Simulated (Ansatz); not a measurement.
**Au (Fm-3m): relaxations under a series of pressures from a Python script**

How does Au (Fm-3m) give way under pressure? Wanted for Au (Fm-3m): relaxations under a series of pressures.

The COD entry's cell or inner coordinates are ideal or old and differ from later refinements, so a difference from it is no clean test against experiment.

Program: Ansatz 0.2.0, driven from Python. Level of theory: DFT LDA, plane waves, PAW. These are calculated values, not measurements.

## Step 1: The structure

Symmetry: Fm-3m, No. 225, cubic system. The conventional cell has a = 4.070 Å, b = 4.070 Å, c = 4.070 Å, α = 90.00°, β = 90.00°, γ = 90.00°. Au (site symmetry m-3m) is surrounded by 12 Au at 2.88 Å.

No structure file is read: the coordinates are typed or built in the script.

## Step 2: The script

Input file au.py:

```python
import ansatz as az
import numpy as np
import pandas as pd

def edges_and_angles(cell):
    cell = np.asarray(cell)
    a, b, c = np.linalg.norm(cell, axis=1)
    cosines = cell[1] @ cell[2] / (b * c), cell[0] @ cell[2] / (a * c), cell[0] @ cell[1] / (a * b)
    return (a, b, c, *np.degrees(np.arccos(cosines)))

lattice = az.Lattice.of(
    [0.0, 2.035, 2.035],
    [2.035, 0.0, 2.035],
    [2.035, 2.035, 0.0],
)
sites = [
    ("Au", [0.0, 0.0, 0.0]),
]
system = az.Crystal(lattice=lattice)
for symbol, position in sites:
    system = system.atom(symbol, position)

calculation = (
    system.calculation()
    .functional(az.Functional.LDA)
    .pseudopotentials("paw")
    .basis(320, xc_grid=2)
    .kpoints(14)
    .occupations(az.OccupationsMethod.METHFESSEL_PAXTON, width=0.15)
)

rows = []
for pressure in [0, 2, 4, 6, 8]:
    outcome = calculation.relax(cell=True, pressure=pressure).run(threads=1)
    cell = outcome.lattice.cell_ang
    n_atoms = len(outcome.lattice.sites)
    volume = abs(np.linalg.det(cell)) / n_atoms
    enthalpy = outcome.report["free_energy_ev"] / n_atoms + pressure * volume / 160.21766
    rows.append((pressure, volume, enthalpy, *edges_and_angles(cell)))
    print(f"{pressure} GPa done: {volume:.4f} A^3/atom")

table = pd.DataFrame(rows, columns=["P_GPa", "V_A3_atom", "H_eV_atom", "a", "b", "c", "alpha", "beta", "gamma"])
print(table.round(4).to_string(index=False))
p, v = np.array([row[0] for row in rows], float), np.array([row[1] for row in rows])
print("mean bulk modulus between rows (GPa):", np.round(-np.diff(p) / np.diff(np.log(v)), 1))
```

## Step 3: What the engine is handed

The package turns the script's settings into the engine's input (first run):

```yaml
crystal:
  lattice:
    - [0.0, 2.035, 2.035]
    - [2.035, 0.0, 2.035]
    - [2.035, 2.035, 0.0]
  atoms:
    - { symbol: Au, position: [0.0, 0.0, 0.0] }
basis:
  ecutwfc: 320.0
  xc_grid: 2
kpoints:
  mp_grid:
    grid: [14, 14, 14]
hamiltonian:
  xc: lda
  pseudopotentials:
    kind: paw
scf:
  occupations:
    method: methfessel_paxton
    width: 0.15
relax:
  cell:
    p_target: 0.0
```

## Step 4: Launch

The run is started by

```sh
$ python au.py
```

The log of the run:

```text
DeckWarning: basis.ecutwfc = 320 eV is below the records' recommended 420 eV, and the density's cutoff is lower with it unless basis.ecutrho_ratio is high enough to keep the records' density cutoff: compare with a run at a higher cutoff
0 GPa done: 16.5588 A^3/atom
2 GPa done: 16.3983 A^3/atom
4 GPa done: 16.2473 A^3/atom
6 GPa done: 16.1049 A^3/atom
8 GPa done: 15.9716 A^3/atom
 P_GPa  V_A3_atom   H_eV_atom      a      b      c  alpha  beta  gamma
     0    16.5588 -12864.9145 2.8610 2.8610 2.8610   60.0  60.0   60.0
     2    16.3983 -12864.7087 2.8517 2.8517 2.8517   60.0  60.0   60.0
     4    16.2473 -12864.5052 2.8429 2.8429 2.8429   60.0  60.0   60.0
     6    16.1049 -12864.3031 2.8346 2.8346 2.8346   60.0  60.0   60.0
     8    15.9716 -12864.1029 2.8268 2.8268 2.8268   60.0  60.0   60.0
mean bulk modulus between rows (GPa): [205.4 216.2 227.2 240.6]
```

(Warnings from the package without file and line.)

It took 35 s on 1 thread of Arm Neoverse V2, shared host; peak memory 0.4 GiB.

## Step 5: The runs side by side

The 5 runs, in the order started:

| run | pressure asked (GPa) | energy from run 1 (meV/atom) | final volume (Å³/atom) | pressure (GPa) | SCF cycles in all | CPU time (s) |
| --- | --- | --- | --- | --- | --- | --- |
| 1 | 0 | 0.00 | 16.56 | -0.02 | 37 | 6.6 |
| 2 | 2 | 1.08 | 16.40 | 1.98 | 40 | 6.6 |
| 3 | 4 | 3.69 | 16.25 | 3.98 | 42 | 6.9 |
| 4 | 6 | 8.26 | 16.10 | 5.98 | 44 | 7.3 |
| 5 | 8 | 14.10 | 15.97 | 7.98 | 43 | 6.7 |

Energies are free energies F = E - TS of the smeared occupations. 

## Step 6: Path of the relaxation of run 1

Step by step:

| step | E - E(step 1) (eV/cell) | largest force component (eV/Å) | pressure (GPa) | volume (Å³) |
| --- | --- | --- | --- | --- |
| 1 | 0.0000 | 0.0000 | -3.40 | 16.85 |
| 2 | -0.0073 | 0.0000 | 10.19 | 15.97 |
| 3 | -0.0089 | 0.0000 | -0.16 | 16.62 |
| 4 | -0.0092 | 0.0000 | 0.00 | 16.61 |
| 5 | -0.0031 | 0.0000 | -0.67 | 16.61 |
| 6 | -0.0045 | 0.0000 | -0.04 | 16.57 |
| 7 | -0.0036 | 0.0000 | -0.11 | 16.57 |
| 8 | -0.0038 | 0.0000 | -0.01 | 16.56 |
| 9 | -0.0032 | 0.0000 | -0.02 | 16.56 |

Step 1 is the start. Steps 5, 7, 9 each repeat the geometry before them on a plane-wave basis chosen anew, so the energy can jump there without any move. Step 2 was tried and not accepted. The cutoff lies under the recommended one, as the log warns, so the cell and pressures carry a basis error.

Lengths and angles in the start's conventional setting:

«Before» is this run's own start.

|  | before | after | change |
| --- | --- | --- | --- |
| a (Å) | 4.070 | 4.046 | -0.6 % |
| b (Å) | 4.070 | 4.046 | -0.6 % |
| c (Å) | 4.070 | 4.046 | -0.6 % |
| volume (Å³/atom) | 16.85 | 16.56 | -1.8 % |
| shortest distance (Å) | 2.878 | 2.861 | -0.6 % |
| space group (0.01 Å) | Fm-3m | Fm-3m | same |

The run keeps the 48 symmetry operations of the start, so it could not have lowered the symmetry.

## Step 7: Path of the relaxation of run 5

Relaxation path:

```
step  E - E(step 1) (eV/cell)  largest force component (eV/Å)  pressure (GPa)  volume (Å³)
   1                   0.0000                          0.0000           -3.40        16.85
   2                   0.1697                          0.0000           41.51        14.54
   3                  -0.0126                          0.0000            6.31        16.20
   4                  -0.0110                          0.0000            7.98        16.10
   5                   0.0057                          0.0000            6.09        16.10
   6                   0.0075                          0.0000            7.95        15.99
   7                   0.0102                          0.0000            7.77        15.99
   8                   0.0104                          0.0000            7.99        15.97
   9                   0.0109                          0.0000            7.98        15.97
```

Step 1 is the start. Steps 5, 7, 9 each repeat the geometry before them on a plane-wave basis chosen anew, so the energy can jump there without any move. Step 2 was tried and not accepted. The cutoff lies under the recommended one, as the log warns, so the cell and pressures carry a basis error.

Lengths and angles in the start's conventional setting:

«Before» is this run's own start.

|  | before | after | change |
| --- | --- | --- | --- |
| a (Å) | 4.070 | 3.998 | -1.8 % |
| b (Å) | 4.070 | 3.998 | -1.8 % |
| c (Å) | 4.070 | 3.998 | -1.8 % |
| volume (Å³/atom) | 16.85 | 15.97 | -5.2 % |
| shortest distance (Å) | 2.878 | 2.827 | -1.8 % |
| space group (0.01 Å) | Fm-3m | Fm-3m | same |

The run keeps the 48 symmetry operations of the start, so it could not have lowered the symmetry.

Under a set pressure the enthalpy E + pV is minimised, so E itself may rise.

## Step 8: What came out

| quantity | value |
| --- | --- |
| runs compared | 5 |
| range of energy | 14.10 meV/atom |

Runs 1, 2, 3, 4, 5: each has a cutoff under the recommended one, so what rests on them isn't a property of the system. The volume falls from 16.56 Å³ an atom at 0 GPa to 15.97 at 8 GPa, by 3.5 %. Between 0 and 2 GPa, -V dP/dV is about 205 GPa, a mean over that step. The cutoff lies under the one recommended for these potentials. Under the recommended cutoff a pressure can be off by several GPa, even in sign. At a fixed pressure a relaxation lowers the enthalpy F + PV, while F alone can rise. Edges and angles that the script prints are those of the cell as typed, here a primitive one. Of the deposited cell: the entry's cell lengths or inner coordinates differ somewhat from later room-temperature determinations. Spin-orbit coupling, which matters for elements this heavy, is left out. Symmetry holds the cell in this phase, so another phase that may be stable under pressure is not reached.
